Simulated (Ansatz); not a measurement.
## Si (I4/mmm), one atom moved over a plane

Theory: Ansatz 0.2.0, DFT r2SCAN, scalar-relativistic, plane waves, PAW. Settings: plane waves to 500 eV, k-mesh 10×10×10 (Γ-centred), Gaussian smearing 0.03 eV. No spin polarisation. Energies are free energies at this smearing, counted from the undisturbed cell; pressure is positive in compression.

Zero of the scan (as given, not relaxed at this level; it stands at 0.1 GPa; this form isn't the usual structure):

```yaml
crystal:
  lattice:
    - [-3.32544, 3.32544, 1.92239]
    - [3.32544, -3.32544, 1.92239]
    - [3.32544, 3.32544, -1.92239]
  atoms:
    - { symbol: Si, position: [0.17880, 0.17880, 0.35760] }
    - { symbol: Si, position: [0.82120, 0.82120, 0.64240] }
    - { symbol: Si, position: [0.17880, 0.82120, 0.00000] }
    - { symbol: Si, position: [0.82120, 0.17880, 0.00000] }
```

Atom 1 (Si) is moved by p along (0.707, 0.707, 0.000) and q along (0.000, 0.000, 1.000) (Å), all else fixed. Points are written (p, q).

Energy above the undisturbed cell in eV/cell (a dash: not computed):

| p \ q | -0.600 | -0.300 | 0.000 | 0.300 | 0.600 |
| --- | --- | --- | --- | --- | --- |
| -0.600 | 2.31 | 2.60 | 2.76 | 2.60 | 2.31 |
| -0.300 | 1.57 | – | 0.73 | – | 1.57 |
| 0.000 | 2.59 | – | 0.00 | – | 2.59 |
| 0.600 | 11.77 | – | 2.38 | – | 11.77 |

Pressure in GPa:

| p \ q | -0.600 | -0.300 | 0.000 | 0.300 | 0.600 |
| --- | --- | --- | --- | --- | --- |
| -0.600 | 7.6 | 9.9 | 10.9 | 9.9 | 7.6 |
| -0.300 | 4.5 | – | 3.1 | – | 4.5 |
| 0.000 | 8.1 | – | 0.1 | – | 8.1 |
| 0.600 | 34.1 | – | 5.7 | – | 34.1 |

Gap on the k-mesh in eV:

```
 p \ q  -0.600  -0.300  0.000  0.300  0.600
-0.600    0.00    0.00   0.00   0.00   0.00
-0.300    0.00       –   0.00      –   0.00
 0.000    0.05       –   0.48      –   0.05
 0.600    0.00       –   0.00      –   0.00
```

Where the gap reads zero the k-mesh, chosen for the insulator, is on the coarse side.